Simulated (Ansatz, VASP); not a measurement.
# Cross-check of SiC (Moissanite 3C) between VASP and Ansatz, part 2 of 2

Wanted: the spread between two codes on one cell, functional and k mesh.

VASP 6.6.1 and Ansatz 0.2.0.

So far: Set-up; VASP: G0W0 gap, PBE.

**3. Ansatz: G0W0 gap, PBE**

Level of this step: Ansatz beside VASP: Kohn-Sham DFT, plane waves, PBE, G0W0 (Ansatz).

Ansatz runs on its default PAW (the set named soft_2) files.

The same cell, functional and mesh now go to Ansatz, which takes its cutoff from its data sets.

Contents of input.yaml:

```yaml
crystal:
  lattice:
    - [0.0, 2.179, 2.179]
    - [2.179, 0.0, 2.179]
    - [2.179, 2.179, 0.0]
  atoms:
    - { symbol: Si, position: [0.0, 0.0, 0.0] }
    - { symbol: C, position: [0.75, 0.75, 0.75] }
hamiltonian:
  xc: pbe
  pseudopotentials: { kind: paw }
kpoints:
  mp_grid: { grid: [4, 4, 4] }
scf:
  occupations: { method: fixed }
gw:
  n_empty_bands: 60
  ecut_chi: 120.0
  qp_bands: [v2, c2]
  qp_kpoints: band_edges
  screening: { model: contour_deformation }
```

Launch:

```bash
> ansatz run input.yaml --threads 4 --pin off --max-ram 9216MiB --backend cpu --events-out ev --progress --plain --runs-dir out
```

Numbers of over 12 decimals in the logs are rounded to 6 here.

Output:

```text
Engine: ansatz 0.2.0, aarch64-unknown-linux-gnu
Pseudopotentials: kind: paw
Pseudopotential: Si, paw, valence charge 4, recommended cutoff 420 eV (normal), Si.paw.azcp
Pseudopotential: C, paw, valence charge 4, recommended cutoff 420 eV (normal), C.paw.azcp
Functional definition: PBE
  parameter kappa = 0.804
  parameter beta = 0.066725
  exchange = pbe_x(kappa = kappa, mu = beta*pi^2/3)
  correlation = pbe_c(beta = beta)
Crystal: 2 atoms, lattice volume = 20.692 Å³
Basis set: ecut = 420 eV, 411 PW (Γ)
Bands: 8, of which v1, the nominal top of the filled ones, is band 4 counted from 1 (3 counted from 0)
Symmetry: 24 space group operations
Space group: F-43m (ITA 216), of the structure as read, at distance tolerance 2.7e-5 Å
k-points: 8 of 64 (time reversal used)
Non-local potential: Si, projectors of the file, l = 0: 2, l = 1: 2, l = 2: 2
Non-local potential: C, projectors of the file, l = 0: 2, l = 1: 2, l = 2: 1
PAW form: soft (Blöchl's): semilocal exchange-correlation on the pseudo side does not see the compensation charge
PAW one-centre angular grid: Si, 110 points (default); XC on 64 Gauss nodes
PAW one-centre angular grid: C, 110 points (default); XC on 64 Gauss nodes
Initial density: superposition of atomic densities (neutral atoms: chi_scale 0, normalization atom), corrected by the library's trained network
Initial wavefunctions: pseudopotential atomic-orbital guess
Functional: x = pbe(κ = 0.804, μ = 0.219515), c = pbe(β = 0.066725)
SCF iter   1: F=—  HF=-887.031302 eV  |F-HF|=—  |Δ(HF+E_count)|=         —  Δρ=2.20e-3  dr2=1.06e-3  ethr=1.77e-3  ⟨swp⟩=4.6  Hψ=450  notcnv=0  defer=11
preconditioner: auto → none  [insulator: Δε(μ)=1.336 eV  Ē_g=13.968 eV  n_scr=0 (ndim 8)  ℏωp=23.1 eV  f_vac=0.000  ε∞_Penn≈3.7]
SCF iter   2: F=—  HF=-887.031218 eV  |F-HF|=—  |Δ(HF+E_count)|=   8.45e-5  Δρ=7.71e-4  dr2=6.56e-5  ethr=1.33e-5  ⟨swp⟩=2.6  Hψ=174  notcnv=0  defer=12
SCF iter   3: F=—  HF=-887.031253 eV  |F-HF|=—  |Δ(HF+E_count)|=   3.52e-5  Δρ=3.33e-4  dr2=1.17e-5  ethr=8.20e-7  ⟨swp⟩=2.0  Hψ=89  notcnv=0  defer=8
SCF iter   4: F=—  HF=-887.031267 eV  |F-HF|=—  |Δ(HF+E_count)|=   1.46e-5  Δρ=3.80e-5  dr2=1.32e-7  ethr=1.47e-7  ⟨swp⟩=2.5  Hψ=98  notcnv=0  defer=12
iter 5 did not close the SCF: its close was put off for the readings that it lacked (scf_convergence_deferred on its scf_iter line)
SCF iter   5: F=-887.031268 eV  HF=-887.031268 eV  |F-HF|=3.25e-9  |Δ(HF+E_count)|=   1.89e-7  Δρ=5.44e-6  dr2=6.09e-9  ethr=1.65e-9  ⟨swp⟩=2.0  Hψ=93  notcnv=0  defer=13
SCF iter   6: F=-887.031268 eV  HF=-887.031268 eV  |F-HF|=1.40e-11  |Δ(HF+E_count)|=  6.27e-10  Δρ=3.47e-7  dr2=9.90e-12  ethr=7.61e-11  ⟨swp⟩=3.1  Hψ=315  notcnv=0
SCF 1 converged in 6 iterations: F = -887.031268 eV  dr2 = 9.90e-12
  greatest PAW one-centre occupation: 0.640 electrons in one spin orbital (limit 2), on the C atom at site 1 (counted from 0), in its partial waves of l = 0
NSCF: frozen V_eff on 8 k-points
G₀W₀ screening: q 1/8
G₀W₀ screening: q 2/8 (q-point 5)
G₀W₀ screening: q 3/8 (q-point 6)
G₀W₀ screening: q 4/8 (q-point 2)
G₀W₀ screening: q 5/8 (q-point 4)
G₀W₀ screening: q 6/8 (q-point 8)
G₀W₀ screening: q 7/8 (q-point 3)
G₀W₀ screening: q 8/8 (q-point 7)
G₀W₀ self-energy: k 1/6
G₀W₀ self-energy: k 2/6
G₀W₀ self-energy: k 3/6
G₀W₀ self-energy: k 4/6
G₀W₀ self-energy: k 5/6
G₀W₀ self-energy: k 6/6
NSCF: frozen V_eff on 1 k-points
SCF converged after 6 iterations
Free energy (F): -887.031268 eV
Harris-Foulkes:  -887.031268 eV  (|F-HF|=1.40e-11)
Internal energy: -887.031268 eV  (E = F + TS)
E sigma→0 (E₀):  -887.031268 eV
Fermi energy:    9.537810 eV
--- Per-component energies (eV) ---
  E_band       = 29.141544
  E_kinetic    = 136.315005
  E_local      = -104.984270  (includes V_loc(G=0)·N_el)
  E_nonlocal   = 51.702193
  E_hartree    = 32.406278
  E_xc         = -105.516794
  E_vxc        = -109.393517  (∫ρ·V_xc dr)
  E_paw        = -612.169911  (= ΣΔE_a)
  E_vpaw       = -9.310426  (= ΣTr[D̂ρ^β])
  E_aug_tail   = 0.000011  (compensation charges beyond the density's cutoff)
  E_ewald      = -284.783780
  E_smearing   = -0.000000  (= −TS)
  E_closure    = 0.000000  (closes the sum)
  Σ components = -887.031268   (vs F -887.031268, Δ=0.00e0)
--- Band table (eV; the first three rows and the last of 8) ---
  k-point 0: bands = ["-5.8924", "9.5378", "9.5378", "9.5378", "15.7416", "16.7971", "16.7971", "16.7971"]
  k-point 1: bands = ["-4.6946", "5.2274", "8.9277", "8.9277", "15.4893", "17.3990", "17.3990", "18.8684"]
  k-point 2: bands = ["-2.3139", "0.9688", "8.4787", "8.4787", "14.9360", "16.7158", "16.7158", "19.5600"]
  k-point 7: bands = ["-0.6209", "2.4833", "4.5270", "4.8219", "14.7210", "18.9315", "18.9747", "19.2724"]
--- G₀W₀: contour deformation, 7 samples at zero and on the imaginary axis and 2 off it, 64 q-points, 60 empty bands' worth ---
  eigenvalues of the whole cell's RPA ε∞ on this k-mesh (on a slab, of 1 + 4πα/V) = 8.8991, 8.8991, 8.8991; static W/v taken at q = 0 is 0.112371
  bands read: the sum over 64 bands ends inside a degenerate multiplet in 1 slot, whose members it reads at an even weight; the widest, k=1: bands 64 to 65 (counted from 1) at 1/2 each
  gw.qp_kpoints: band_edges: 6 of 8 stored k-points solved, in 1 pass; an edge of the gap read off the rows below is read off those points alone
    valence top: of the k-points left out ik 5 came nearest to being solved in a further pass, in band 4 (counted from 1, as in the quasiparticle table): it holds the edge there only if its correction is more favourable than any solved in that band by at least 1.190 eV; those differ by 0.256 eV
    conduction bottom: of the k-points left out ik 7 came nearest to being solved in a further pass, in band 5 (counted from 1, as in the quasiparticle table): it holds the edge there only if its correction is more favourable than any solved in that band by at least 3.871 eV; those differ by 0.351 eV
    ik  band        ε_KS         Σx   Σc(E_QP)       V_xc       Z   E_QP_lin       E_QP  E_QP is
     0     3      9.5378   -18.5505     2.3556   -15.7282  0.7903     9.0696     9.0711  root
     0     4      9.5378   -18.5505     2.3556   -15.7282  0.7903     9.0696     9.0711  root
     0     5     15.7416    -9.4479    -5.3677   -15.4053  0.7814    16.3353    16.3314  root
     0     6     16.7971    -7.9663    -5.2488   -13.8470  0.7973    17.4330    17.4290  root
     1     3      8.9277   -18.6211     2.4879   -15.6151  0.7882     8.4077     8.4096  root
     1     4      8.9277   -18.6211     2.4879   -15.6151  0.7882     8.4077     8.4096  root
     1     5     15.4893    -8.7076    -5.1033   -14.3815  0.7971    16.0626    16.0599  root
     1     6     17.3990    -7.3770    -5.4361   -13.4445  0.7915    18.0344    18.0305  root
     2     3      8.4787   -18.8069     2.6439   -15.6050  0.7858     7.9182     7.9207  root
     2     4      8.4787   -18.8069     2.6439   -15.6050  0.7858     7.9182     7.9207  root
     2     5     14.9360    -8.9775    -4.9673   -14.5134  0.8007    15.5072    15.5046  root
     2     6     16.7158    -6.6900    -5.2371   -12.4855  0.7995    17.2772    17.2741  root
     3     3      7.5922   -18.4974     2.8179   -15.0449  0.7818     6.9541     6.9576  root
     3     4      7.5922   -18.4974     2.8179   -15.0449  0.7818     6.9541     6.9576  root
     3     5     13.5448    -7.2798    -4.7017   -12.3734  0.8095    13.9377    13.9365  root
     3     6     15.8404    -7.0237    -5.0252   -12.5804  0.8052    16.3743    16.3719  root
     4     3      5.5619   -18.4053     3.2739   -14.4078  0.7654     4.8320     4.8383  root
     4     4      7.2162   -18.6412     2.9454   -15.0347  0.7793     6.5509     6.5551  root
     4     5     13.2224    -6.9547    -4.5954   -11.9235  0.8113    13.5968    13.5958  root
     4     6     17.4806    -7.6426    -5.3225   -13.6141  0.7905    18.1336    18.1297  root
     6     3      6.3336   -18.7484     3.2345   -14.7911  0.7716     5.6047     5.6107  root
     6     4      6.3336   -18.7484     3.2345   -14.7911  0.7716     5.6047     5.6107  root
     6     5     10.8502    -6.9306    -4.1553   -11.3253  0.8162    11.0899    11.0895  root
     6     6     13.8192    -7.2836    -4.5883   -12.2968  0.8188    14.2452    14.2440  root
```

It took 1.3 s on 4 threads of Arm Neoverse V1, shared host; peak memory 0.28 GiB; 3.7 s of CPU time.

In the SCF lines HF is the Harris–Foulkes energy and dr2 the Hartree energy of the density residual, in eV; the loop may stop once dr2 is under the threshold and the program's other checks hold. Hψ counts applications of the Hamiltonian.

**4. Comparison**

Known differences besides the potentials themselves: the two programs' PAW sets differ in cores and partial waves; the cutoff is 420 eV in Ansatz and 440 eV in VASP; VASP leaves aspherical gradient terms in its spheres out (LASPH is not set), Ansatz keeps them; Ansatz integrates over frequency by contour deformation, VASP on a grid of NOMEGA points. Total energies have different zeros and are not compared.

The two programs side by side:

```
                 quantity  Ansatz  VASP  difference
G0W0 gap on the mesh (eV)    2.02  2.00       +0.02
    PBE gap under it (eV)    1.31  1.30       +0.01
```

**5. Results**

- difference in G0W0 gap on the mesh (G0W0 gap, PBE): 0.023 eV

The difference in G0W0 gap on the mesh is 0.023 eV (G0W0 gap, PBE), within the 0.15 eV picked in this series as the mark of a large difference. How closely two codes agree says nothing of how well the functional describes the real material.

[Lines on the potential files, build, host, timing and source positions are cut from VASP's logs without a mark.]

[Logs are printed without paths, hosts, clocks, repeated set-up lines and the standing remarks that a program may print on its own settings, such as how far it seeks lower states.]

[Hosts, paths, dates, database ids (printed as entryN), source tags and the programs' standing remarks are cut or masked in the printed files.]
